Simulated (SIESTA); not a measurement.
Crystal: Si2W.

```
W Si
1.0
    -1.60690    1.60690    3.91495
     1.60690   -1.60690    3.91495
     1.60690    1.60690   -3.91495
W Si
1 2
Direct
  0.00000 0.00000 0.00000
  0.66530 0.66530 0.00000
  0.33470 0.33470 0.00000
```

| Quantity | Value |
| --- | --- |
| Program | SIESTA 5.4.2 |
| Task | single point |
| Functional | PBEsol |
| Potentials or basis | PseudoDojo 0.4 standard (PBEsol files) |
| Basis | DZP (energy shift 0.003 Ry; two zetas on semicore shells) |
| Grid cutoff | 800 Ry |
| Energy shift | 0.003 Ry |
| k mesh | 12 × 12 × 12 |
| Occupations | fermi-dirac, width 0.05 eV |
| Spin | no spin polarisation |

On this cell: pressure -0.7 GPa; largest force 0.113 eV/Å; band gap on the k mesh none (metal or under the smearing width).

The same run follows on a disturbed copy (atoms moved at random, drawn with an rms of 0.05 Å):

```
W Si
1.0
    -1.60690    1.60690    3.91495
     1.60690   -1.60690    3.91495
     1.60690    1.60690   -3.91495
W Si
1 2
Direct
  0.01217 0.99806 0.01179
  0.68165 0.65326 0.00829
  0.33466 0.31453 0.97355
```

Question: What does the disturbed cell give?

Answer: The energy (extrapolated to zero smearing) moves by +16.5 meV/atom; pressure 0.2 GPa; largest force 0.995 eV/Å; band gap on the k mesh none (metal or under the smearing width).

Forces in eV/Å, atoms in the order of the input:
```
W   -0.569 -0.213  0.214
Si   0.023 -0.304  0.437
Si   0.546  0.518 -0.651
```

Stress tensor (GPa, compression positive):
```
 0.04  0.51 -0.36
 0.51  0.09 -0.49
-0.36 -0.49  0.61
```

Caveats: short orbitals over semicore shells can move pressures by several GPa; the basis of atomic orbitals isn't converged, which shifts pressures, moduli and gaps.
